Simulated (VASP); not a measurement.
# ZnS (P6_3mc) in VASP: further runs

ZnS is run at these levels: r2SCAN; tasks: single point.

Everything below comes from runs of VASP 6.6.1. Logs are shortened: lines on timing, memory, paths and dates and some standing lists are left out, and cuts for length are marked.

**Measured values to compare with.**

A printed reference work, monograph reports, for a bulk crystal of ZnS at 4 K: band gap 3.911 eV (direct).

The results are compared with them further down.

## Step 1: The cell of the first run

The structure is hexagonal, space group P6_3mc (No. 186). Conventional cell: a = 3.771 Å, b = 3.771 Å, c = 24.657 Å, α = 90.00°, β = 90.00°, γ = 120.00°. Within 3.1 Å of Zn (site symmetry 3m) lie 4 S at 2.31 Å. Within 3.1 Å of Zn (site symmetry 3m) lie 4 S at 2.31 Å. Zn (site symmetry 3m) has 4 S at 2.31 Å within 3.1 Å. Zn (site symmetry 3m) has 4 S at 2.31 Å within 3.1 Å. S (site symmetry 3m) has 4 Zn at 2.31 Å within 3.1 Å. S (site symmetry 3m) has 4 Zn at 2.31 Å within 3.1 Å. S (site symmetry 3m) has 4 Zn at 2.31 Å within 3.1 Å. Within 3.1 Å of S (site symmetry 3m) lie 4 Zn at 2.31 Å.

## Step 2: Single point, r2SCAN (18.98 Å³/atom)

File POSCAR:

```
ZnS
1.0
    3.7714293625      0.0000000000      0.0000000000
   -1.8857146813      3.2661536365      0.0000000000
    0.0000000000      0.0000000000     24.6574351926
Zn S
8 8
Direct
    0.0000000000      0.0000000000      0.0000322154
    0.0000000000      0.0000000000      0.5000322154
    0.3333333333      0.6666666667      0.1249373600
    0.6666666667      0.3333333333      0.6249373600
    0.3333333333      0.6666666667      0.3751473872
    0.6666666667      0.3333333333      0.8751473872
    0.3333333333      0.6666666667      0.7500376034
    0.6666666667      0.3333333333      0.2500376034
    0.0000000000      0.0000000000      0.0937272802
    0.0000000000      0.0000000000      0.5937272802
    0.3333333333      0.6666666667      0.2186228992
    0.6666666667      0.3333333333      0.7186228992
    0.3333333333      0.6666666667      0.4688137861
    0.6666666667      0.3333333333      0.9688137861
    0.3333333333      0.6666666667      0.8438814685
    0.6666666667      0.3333333333      0.3438814685
```

File INCAR.step1:

```
SYSTEM = ZnS
PREC = Accurate
ENCUT = 520
ISMEAR = 0
SIGMA = 0.02
LREAL = Auto
LASPH = .TRUE.
NELM = 100
NBANDS = 86
GGA = PE
ALGO = Normal
EDIFF = 1E-4
LWAVE = .TRUE.
LCHARG = .FALSE.
```

File INCAR.step2:

```
SYSTEM = ZnS
PREC = Accurate
ENCUT = 520
EDIFF = 1E-6
ISMEAR = 0
SIGMA = 0.02
LREAL = Auto
LASPH = .TRUE.
NELM = 100
ALGO = Normal
ISIF = 2
LWAVE = .FALSE.
LCHARG = .FALSE.
METAGGA = R2SCAN
LMIXTAU = .TRUE.
NBANDS = 86
ISTART = 1
```

File KPOINTS:

```
regular mesh
0
G
  6 6 1
  0 0 0
```

Potentials or basis: VASP PAW PBE potentials, release 64 (Zn, S).

Run with:

```console
> cat potpaw_PBE.64/Zn/POTCAR potpaw_PBE.64/S/POTCAR > POTCAR
> cp INCAR.step1 INCAR
> mpirun -np 1 vasp_std > vasp.out
> cp INCAR.step2 INCAR
> mpirun -np 1 vasp_std > vasp.out
```

OUTCAR:

```text
SYSTEM = ZnS
   PREC = Accurate
   ENCUT = 520
   EDIFF = 1E-6
   ISMEAR = 0
   LREAL = Auto
   LASPH = .TRUE.
   NELM = 100
   ISIF = 2
   METAGGA = R2SCAN
   ISTART = 1

 ion  position               nearest neighbor table
   1  0.000  0.000  0.000-  14 2.31  14 2.31  14 2.31   9 2.31
   2  0.000  0.000  0.500-  13 2.31  13 2.31  13 2.31  10 2.31
   3  0.333  0.667  0.125-   9 2.31   9 2.31   9 2.31  11 2.31
   4  0.667  0.333  0.625-  10 2.31  10 2.31  10 2.31  12 2.31
   5  0.333  0.667  0.375-  13 2.31  16 2.31  16 2.31  16 2.31
   6  0.667  0.333  0.875-  14 2.31  15 2.31  15 2.31  15 2.31
[... 8 lines left out ...]
  15  0.333  0.667  0.844-   6 2.31   6 2.31   6 2.31   7 2.31
  16  0.667  0.333  0.344-   5 2.31   5 2.31   5 2.31   8 2.31

  LATTYP: Found a hexagonal cell.
 ALAT       =     3.7714293625
 C/A-ratio  =     6.5379549297

  Lattice vectors:

 A1 = (   3.7714293625,   0.0000000000,   0.0000000000)
 A2 = (  -1.8857146813,   3.2661536365,   0.0000000000)
 A3 = (   0.0000000000,   0.0000000000,  24.6574351926)

Analysis of symmetry for initial positions (statically):
=====================================================================
 Subroutine PRICEL returns:
 Original cell was already a primitive cell.

 Routine SETGRP: Setting up the symmetry group for a
 hexagonal supercell.

 Subroutine GETGRP returns: Found 12 space group operations
 (whereof  6 operations were pure point group operations)
 out of a pool of 24 trial point group operations.

The static configuration has the point symmetry C_3v.
 The point group associated with its full space group is C_6v.

Analysis of symmetry for dynamics (positions and initial velocities):
=====================================================================
 Subroutine PRICEL returns:
 Original cell was already a primitive cell.

 Routine SETGRP: Setting up the symmetry group for a
 hexagonal supercell.

 Subroutine GETGRP returns: Found 12 space group operations
 (whereof  6 operations were pure point group operations)
 out of a pool of 24 trial point group operations.

The dynamic configuration has the point symmetry C_3v.
 The point group associated with its full space group is C_6v.

 Subroutine INISYM returns: Found 12 space group operations
 (whereof  6 operations are pure point group operations),
 and found     1 'primitive' translations

----------------------------------------------------------------------------------------

                                     Primitive cell

  volume of cell :     303.7320

  direct lattice vectors                    reciprocal lattice vectors
     3.771429363  0.000000000  0.000000000     0.265151460  0.153085267  0.000000000
    -1.885714681  3.266153636  0.000000000     0.000000000  0.306170533  0.000000000
     0.000000000  0.000000000 24.657435193     0.000000000  0.000000000  0.040555718

  length of vectors
     3.771429363  3.771429363 24.657435193     0.306170533  0.306170533  0.040555718

  position of ions in fractional coordinates (direct lattice)
     0.000000000  0.000000000  0.000032215
     0.000000000  0.000000000  0.500032215
     0.333333333  0.666666667  0.124937360
     0.666666667  0.333333333  0.624937360
     0.333333333  0.666666667  0.375147387
     0.666666667  0.333333333  0.875147387
[... 8 lines left out ...]
     0.333333333  0.666666667  0.843881469
     0.666666667  0.333333333  0.343881469

  ion indices of the primitive-cell ions
   primitive index   ion index
                 1           1
                 2           2
                 3           3
                 4           4
                 5           5
                 6           6
[... 8 lines left out ...]
                15          15
                16          16

----------------------------------------------------------------------------------------

 KPOINTS: regular mesh

Automatic generation of k-mesh.
 Grid dimensions read from file:
 generate k-points for:    6    6    1

 Generating k-lattice:

  Cartesian coordinates                     Fractional coordinates (reciprocal lattice)
     0.044191910  0.025514211  0.000000000     0.166666667  0.000000000  0.000000000
     0.000000000  0.051028422  0.000000000     0.000000000  0.166666667  0.000000000
     0.000000000  0.000000000  0.040555718     0.000000000  0.000000000  1.000000000

  Length of vectors
     0.051028422  0.051028422  0.040555718

  Shift w.r.t. Gamma in fractional coordinates (k-lattice)
     0.000000000  0.000000000  0.000000000

 Subroutine IBZKPT returns following result:
 ===========================================

 Found      7 irreducible k-points:

 Following reciprocal coordinates:
            Coordinates               Weight
  0.000000  0.000000  0.000000      1.000000
  0.166667  0.000000  0.000000      6.000000
  0.333333  0.000000  0.000000      6.000000
  0.500000  0.000000  0.000000      3.000000
  0.166667  0.166667  0.000000      6.000000
  0.333333  0.166667  0.000000     12.000000
  0.333333  0.333333  0.000000      2.000000
   k-points           NKPTS =      7   k-points in BZ     NKDIM =      7   number of bands    NBANDS=     86
   number of dos      NEDOS =    301   number of ions     NIONS =     16
   total plane-waves  NPLWV = 150528
   dimension x,y,z NGX =    28 NGY =   28 NGZ =  192
   dimension x,y,z NGXF=    56 NGYF=   56 NGZF=  384
   ions per type =               8   8
   NGX,Y,Z   is equivalent  to a cutoff of  12.34, 12.34, 12.95 a.u.
   NGXF,Y,Z  is equivalent  to a cutoff of  24.68, 24.68, 25.89 a.u.
 SYSTEM =  ZnS
   PREC   = accura    normal or accurate (medium, high low for compatibility)
   ISTART =      1    job   : 0-new  1-cont  2-samecut
   ICHARG =      0    charge: 1-file 2-atom 10-const
   ISPIN  =      1    spin polarized calculation?
   LNONCOLLINEAR =      F non collinear calculations
   LSORBIT =      F    spin-orbit coupling
   LASPH  =      T    aspherical Exc in radial PAW
   ENCUT  =  520.0 eV  38.22 Ry    6.18 a.u.   7.01  7.01 45.85*2*pi/ulx,y,z
   NELM   =    100;   NELMIN=  2; NELMDL=  0     # of ELM steps
   EDIFF  = 0.1E-05   stopping-criterion for ELM
   LREAL  =      T    real-space projection
   EDIFFG = 0.1E-04   stopping-criterion for IOM
   NSW    =      0    number of steps for IOM
   IBRION =     -1    ionic relax: 0-MD 1-quasi-New 2-CG
   NFREE  =      0    steps in history (QN), initial steepest desc. (CG)
   ISIF   =      2    stress and relaxation
   ISYM   =      2    0-nonsym 1-usesym 2-fastsym
   POTIM  = 0.5000    time-step for ionic-motion
   TEBEG  =    0.0;   TEEND  =   0.0 temperature during run
   PSTRESS=    0.0 pullay stress
   NELECT =     144.0000    total number of electrons
   NUPDOWN=      -1.0000    fix difference up-down
   EMIN   =  10.00;   EMAX   =-10.00  energy-range for DOS
   EFERMI =   0.00;   METHOD = LEGACY
   ISMEAR =     0;   SIGMA  =   0.02  broadening in eV -4-tet -1-fermi 0-gaus
   EFERMI_NEDOS =   21; number of points for ismear=-14 and -15
   IALGO  =     38    algorithm
   IMIX   =      4    mixing-type and parameters
     AMIX     =   0.40;   BMIX     =  1.00
     AMIX_MAG =   1.60;   BMIX_MAG =  1.00
  volume/ion in A,a.u.               =      18.98       128.11
  Fermi-wavevector in a.u.,A,eV,Ry     =   1.276533  2.412298 22.171202  1.629537
  Thomas-Fermi vector in A             =   2.409184
   LORBIT       =      0    0 simple, 1 ext, 2 COOP (PROOUT), +10 PAW based schemes
   METAGGA = R2SCAN    functional components
   LHFCALC =     F    Hartree Fock is set to
   AEXX    =    0.0000 exact exchange contribution
   IVDW    =     0    specifies the selected vdW correction
   LEPSILON=     F    determine dielectric tensor
   LRPA    =     F    only Hartree local field effects (RPA)
 non-spin polarized calculation
 Gauss-broadening in eV      SIGMA  =   0.02
  energy-cutoff  :      520.00
  volume of cell :      303.73
 maximum number of plane-waves:      8211
 NGX is ok and might be reduce to    28
   NGX = 13   NGY = 13   NGZ = 91

 number of electron     143.9999924 magnetization

 Free energy of the ion-electron system (eV)
  ---------------------------------------------------
  ext. energy  EPLUGINS =         0.00000000
  ---------------------------------------------------
  free energy    TOTEN  =      -150.84649069 eV

  energy without entropy =     -150.84649069  energy(sigma->0) =     -150.84649069

 E-fermi :   2.3102     XC(G=0): -10.4782

 val. band max:        2.2061483554   @ k =   0.0000   0.0000   0.0000
 cond. band min:       5.0831504180   @ k =   0.0000   0.0000   0.0000
 fundamental gap:      2.8770020626
 Fermi energy:         2.3102356383

 k-point     1 :       0.0000    0.0000    0.0000
  band No.  band energies     occupation
      1     -11.7611      2.00000
      2     -11.6367      2.00000
      3     -11.6295      2.00000
      4     -11.3007      2.00000
      5     -11.2957      2.00000
      6     -10.9208      2.00000
[... 76 lines left out ...]
     83       9.0328      0.00000
     84       9.0329      0.00000

 k-point     2 :       0.1667    0.0000    0.0000
  band No.  band energies     occupation
      1     -11.5624      2.00000
      2     -11.4470      2.00000
      3     -11.4401      2.00000
      4     -11.1378      2.00000
      5     -11.1327      2.00000
      6     -10.7941      2.00000
[... 424 lines left out ...]
     83       8.2122      0.00000
     84       8.5282      0.00000

 k-point     7 :       0.3333    0.3333    0.0000
  band No.  band energies     occupation
      1     -10.4904      2.00000
      2     -10.4904      2.00000
      3     -10.4874      2.00000
      4     -10.4874      2.00000
      5     -10.4816      2.00000
      6     -10.4816      2.00000
[... 76 lines left out ...]
     83       8.8701      0.00000
     84       8.9813      0.00000
 [bands above 84 left out]

------------------------ aborting loop because EDIFF is reached ----------------------------------------

  FORCE on cell =-STRESS in cart. coord.  units (eV):
  Direction    XX          YY          ZZ          XY          YZ          ZX
  --------------------------------------------------------------------------------------
  -------------------------------------------------------------------------------------
  Total        4.9730041      4.9730041      4.9312297     -0.0000000      0.0000000      0.0000000
  in kB       26.2324533     26.2324533     26.0120948     -0.0000000      0.0000000      0.0000000
  external PRESSURE =      26.1590005 kB  Pullay stress =       0.0000000 kB

 VOLUME and BASIS-vectors are now :
 -----------------------------------------------------------------------------
  energy-cutoff  :      520.00
  volume of cell :      303.73
      direct lattice vectors                 reciprocal lattice vectors
     3.771429363  0.000000000  0.000000000     0.265151460  0.153085267  0.000000000
    -1.885714681  3.266153636  0.000000000     0.000000000  0.306170533  0.000000000
     0.000000000  0.000000000 24.657435193     0.000000000  0.000000000  0.040555718

 POSITION                                       TOTAL-FORCE (eV/Angst)
 -----------------------------------------------------------------------------------
      0.00000      0.00000      0.00079         0.000000     -0.000000      0.017512
      0.00000      0.00000     12.32951        -0.000000      0.000000      0.017512
     -0.00000      2.17744      3.08063         0.000000     -0.000000     -0.006192
      1.88571      1.08872     15.40935        -0.000000      0.000000     -0.006192
     -0.00000      2.17744      9.25017         0.000000     -0.000000      0.019322
      1.88571      1.08872     21.57889         0.000000     -0.000000      0.019322
[... 8 lines left out ...]
     -0.00000      2.17744     20.80795         0.000000     -0.000000     -0.007190
      1.88571      1.08872      8.47924         0.000000     -0.000000     -0.007190
 -----------------------------------------------------------------------------------
    total drift:                               -0.000002     -0.000004      0.114797

  FREE ENERGIE OF THE ION-ELECTRON SYSTEM (eV)
  ---------------------------------------------------
  free  energy   TOTEN  =      -150.8464906881 eV

  energy  without entropy=     -150.8464906881  energy(sigma->0) =     -150.84649069
```

It took 24 min on 1 thread of Intel Xeon 8259CL, shared host; peak memory 0.48 GiB.

Results:

```
Free energy            : -150.8465 eV
Pressure               : 2.6 GPa
Largest force          : 0.019 eV/Å
Band gap on the k mesh : 2.88 eV
```

Forces on the atoms (eV/Å):
```
Zn   0.000  0.000  0.018
Zn   0.000  0.000  0.018
Zn   0.000  0.000 -0.006
Zn   0.000  0.000 -0.006
Zn   0.000  0.000  0.019
Zn   0.000  0.000  0.019
Zn   0.000  0.000  0.012
Zn   0.000  0.000  0.012
S    0.000  0.000 -0.013
S    0.000  0.000 -0.013
S    0.000  0.000 -0.012
S    0.000  0.000 -0.012
S    0.000  0.000 -0.010
S    0.000  0.000 -0.010
S    0.000  0.000 -0.007
S    0.000  0.000 -0.007
```

Caveat: the PAW data sets were made with another functional, which shifts forces and pressure a little.

## Step 3: Single point, r2SCAN

This run uses another cell than the first one, of 19.57 Å³/atom.

Edit POSCAR of step 2 so:

```diff
@@ -2,5 +2,5 @@
 1.0
-    3.7714293625      0.0000000000      0.0000000000
-   -1.8857146813      3.2661536365      0.0000000000
-    0.0000000000      0.0000000000     24.6574351926
+    3.8099159938      0.0000000000      0.0000000000
+   -1.9049579969      3.2994840369      0.0000000000
+    0.0000000000      0.0000000000     24.9090590531
 Zn S
```

File INCAR.step1:

```
  ALGO = Normal
  EDIFF = 1E-4
  ENCUT = 520
  GGA = PE
  ISMEAR = 0
  LASPH = T
  LCHARG = F
  LREAL = Auto
  LWAVE = T
  NBANDS = 86
  NELM = 80
  PREC = Accurate
  SIGMA = 0.02
```

File INCAR.step2:

```
  ALGO = Normal
  EDIFF = 1E-7
  ENCUT = 520
  ISIF = 2
  ISMEAR = 0
  ISTART = 1
  LASPH = T
  LCHARG = T
  LELF = T
  LMIXTAU = T
  LREAL = Auto
  LVHAR = T
  LWAVE = F
  METAGGA = R2SCAN
  NBANDS = 86
  NELM = 80
  PREC = Accurate
  SIGMA = 0.02
```

File KPOINTS:

```
k-points
0
Gamma
  6 6 1
```

Potentials or basis: VASP PAW PBE potentials, release 64 (Zn, S).

Run with:

```console
> cat potpaw_PBE.64/Zn/POTCAR potpaw_PBE.64/S/POTCAR > POTCAR
> cp INCAR.step1 INCAR
> mpirun -np 1 vasp_std > vasp.out
> cp INCAR.step2 INCAR
> mpirun -np 1 vasp_std > vasp.out
```

It took 27 min on 1 thread of Intel Xeon 8259CL, shared host; peak memory 0.49 GiB.

Results (log left out):

```
Free energy            : -150.9201 eV
Pressure               : 0.0 GPa
Largest force          : 0.009 eV/Å
Band gap on the k mesh : 2.73 eV
```

Forces in eV/Å, atoms in the order of the input:
```
Zn   0.000  0.000 -0.006
Zn   0.000  0.000 -0.006
Zn   0.000  0.000 -0.009
Zn   0.000  0.000 -0.009
Zn   0.000  0.000  0.004
Zn   0.000  0.000  0.004
Zn   0.000  0.000  0.003
Zn   0.000  0.000  0.003
S    0.000  0.000  0.000
S    0.000  0.000  0.000
S    0.000  0.000  0.003
S    0.000  0.000  0.003
S    0.000  0.000  0.001
S    0.000  0.000  0.001
S    0.000  0.000  0.005
S    0.000  0.000  0.005
```

Levels at points of the mesh, in eV from the valence-band top:
| k point | band 68 | band 69 | band 70 | band 71 | band 72 | band 73 | band 74 | band 75 | band 76 | band 77 |
| --- | --- | --- | --- | --- | --- | --- | --- | --- | --- | --- |
| (0.00, 0.00, 0.00) | -0.15 | -0.15 | -0.02 | 0.00 | 0.00 | 2.73 | 3.50 | 3.58 | 3.76 | 3.83 |
| (0.50, 0.00, 0.00) | -1.31 | -1.14 | -1.14 | -1.05 | -0.90 | 3.74 | 3.76 | 4.10 | 4.21 | 4.33 |

Caveat: the PAW data sets were made with another functional, which shifts forces and pressure a little.

## Step 4: Single point, r2SCAN

This run uses another cell than the first one, of 19.57 Å³/atom.

POSCAR is that of step 3.

File INCAR.step1:

```
SYSTEM = ZnS
PREC = Accurate ; ENCUT = 520
ISMEAR = 0 ; SIGMA = 0.02
LREAL = Auto ; LASPH = .True.
NELM = 80 ; NBANDS = 86
GGA = PE ; ALGO = Normal
EDIFF = 1E-4 ; LWAVE = .True.
LCHARG = .False.
```

File INCAR.step2:

```
SYSTEM = ZnS
PREC = Accurate ; ENCUT = 520
EDIFF = 1E-7 ; ISMEAR = 0
SIGMA = 0.02 ; LREAL = Auto
LASPH = .True. ; NELM = 80
ALGO = Normal ; ISIF = 2
LWAVE = .False. ; LCHARG = .False.
METAGGA = R2SCAN ; LMIXTAU = .True.
NBANDS = 86 ; ISTART = 1
```

File KPOINTS:

```
Automatic mesh
0
Gamma
  6 6 1
  0 0 0
```

Run with:

```console
> cat potpaw_PBE.64/Zn/POTCAR potpaw_PBE.64/S/POTCAR > POTCAR
> cp INCAR.step1 INCAR
> mpirun -np 1 vasp_std > vasp.out
> cp INCAR.step2 INCAR
> mpirun -np 1 vasp_std > vasp.out
```

Run time: 27 min. Hardware: 1 thread of Intel Xeon 8259CL, shared host; peak memory 0.49 GiB.

It converged, with:

* Free energy: -150.9201 eV
* Pressure: 0.0 GPa
* Largest force: 0.009 eV/Å
* Band gap on the k mesh: 2.73 eV

Forces in eV/Å, atoms in the order of the input:
```
Zn   0.000  0.000 -0.006
Zn   0.000  0.000 -0.006
Zn   0.000  0.000 -0.009
Zn   0.000  0.000 -0.009
Zn   0.000  0.000  0.004
Zn   0.000  0.000  0.004
Zn   0.000  0.000  0.003
Zn   0.000  0.000  0.003
S    0.000  0.000  0.000
S    0.000  0.000  0.000
S    0.000  0.000  0.003
S    0.000  0.000  0.003
S    0.000  0.000  0.001
S    0.000  0.000  0.001
S    0.000  0.000  0.005
S    0.000  0.000  0.005
```

Levels at points of the mesh, in eV from the valence-band top:
| k point | band 70 | band 71 | band 72 | band 73 | band 74 | band 75 |
| --- | --- | --- | --- | --- | --- | --- |
| (0.00, 0.00, 0.00) | -0.02 | 0.00 | 0.00 | 2.73 | 3.50 | 3.58 |
| (0.50, 0.00, 0.00) | -1.14 | -1.05 | -0.90 | 3.74 | 3.76 | 4.10 |

Caveat: the PAW data sets were made with another functional, which shifts forces and pressure a little.

## Step 5: How close it comes

Step 3. Against the measured gap of ZnS, 3.911 eV (direct; 4 K; a printed reference work, monograph), the calculated 2.73 eV is off by -1.18 eV. The value is that of r2SCAN, without temperature or zero-point motion.

Step 4. A measured gap of ZnS is 3.911 eV (direct; 4 K; a printed reference work, monograph); the calculated 2.73 eV misses it by -1.18 eV. The value is that of r2SCAN, without temperature or zero-point motion.
